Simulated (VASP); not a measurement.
KCl:

```
CELL_PARAMETERS angstrom
-3.83920 0.00000 0.00000
0.00000 3.83920 3.83920
0.00000 3.83920 -3.83920
ATOMIC_POSITIONS crystal
K 0.01029 0.00216 0.98846
K 0.96914 0.49353 0.53463
Cl 0.51029 0.50216 0.98846
Cl 0.51029 0.00216 0.48846
```

The cell comes from a database or a generator and needn't be the stable form of this composition.

The cell isn't the ideal one: atom 2 moved 0.30 Å.

```yaml
Program: VASP 6.6.1
Task: relaxation of cell and atoms
Functional: PBEsol
Potentials_or_basis: VASP PAW PBE potentials, release 64 (K_sv, Cl)
Cutoff: 600 eV
k_mesh: 7 × 5 × 5
Occupations: gaussian, width 0.05 eV
Spin: no spin polarisation
```

At the start: pressure -1.1 GPa; volume 28.29 Å³/atom.

Task: Where does the relaxation end?

Result: Over 13 steps the energy falls by 20.3 meV/atom and the volume is 26.23 Å³/atom (-7.3 %); space group Pm-3m (No. 221, to 0.05 Å).

Step by step:
```tsv
step	energy change (eV)	largest force (eV/Å)	pressure (GPa)	volume (Å³)
1	0.0000	0.3276	-1.09	113.18
2	-0.0253	0.3276	-0.67	110.05
3	-0.0464	0.3213	0.31	104.51
4	-0.0572	0.2528	0.22	104.63
5	-0.0741	0.0872	0.04	105.00
6	-0.0753	0.0732	0.01	105.11
7	-0.0754	0.0736	0.01	105.13
8	-0.0775	0.0528	-0.02	105.21
9	-0.0803	0.0222	-0.10	105.43
10	-0.0806	0.0199	0.10	104.45
11	-0.0806	0.0204	0.03	104.77
12	-0.0809	0.0169	0.02	104.80
13	-0.0811	0.0079	0.00	104.90
```

Final structure:
```
K Cl
1.0
    -3.74560    0.00581   -0.00339
    -0.00250    3.74906    3.74921
    -0.00926    3.73518   -3.73519
K Cl
2 2
Direct
  0.00316 0.99990 0.99977
  0.99695 0.50005 0.50029
  0.49995 0.50018 0.00024
  0.49993 0.99987 0.49970
```

Caveat: the PAW data sets were made with another functional, which shifts forces and pressure a little.
